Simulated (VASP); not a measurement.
Crystal: GaP.

```
CELL_PARAMETERS angstrom
0.00000 2.71839 2.71839
2.71839 0.00000 2.71839
2.71839 2.71839 0.00000
ATOMIC_POSITIONS crystal
Ga 0.00000 0.00000 0.00000
P 0.75000 0.75000 0.75000
```

The cell is a database's computed one.

Base run:

| Property | Result |
| --- | --- |
| Program | VASP 6.6.1 |
| Functional | TB-mBJ |
| Potentials or basis | VASP PAW PBE potentials, release 64 (Ga_d, P) |
| Cutoff | 520 eV |
| k mesh | 8 × 8 × 8 |
| Occupations | gaussian, width 0.02 eV |
| Spin | no spin polarisation |

Its results: band gap on the k mesh 2.41 eV, indirect (least direct gap 3.01 eV).

Q: The run is repeated on the same cell with these changes: functional from TB-mBJ to PBEsol; further incar settings from ALGO = Normal; EDIFF = 1e-07; NBANDS = 16 to ALGO = Fast; EDIFF = 1e-07; NBANDS = 16. What comes out?

A: Band gap on the k mesh 1.50 eV, indirect (least direct gap 1.81 eV).

A k mesh can miss the band edges.

Not every run made on this cell is shown here.
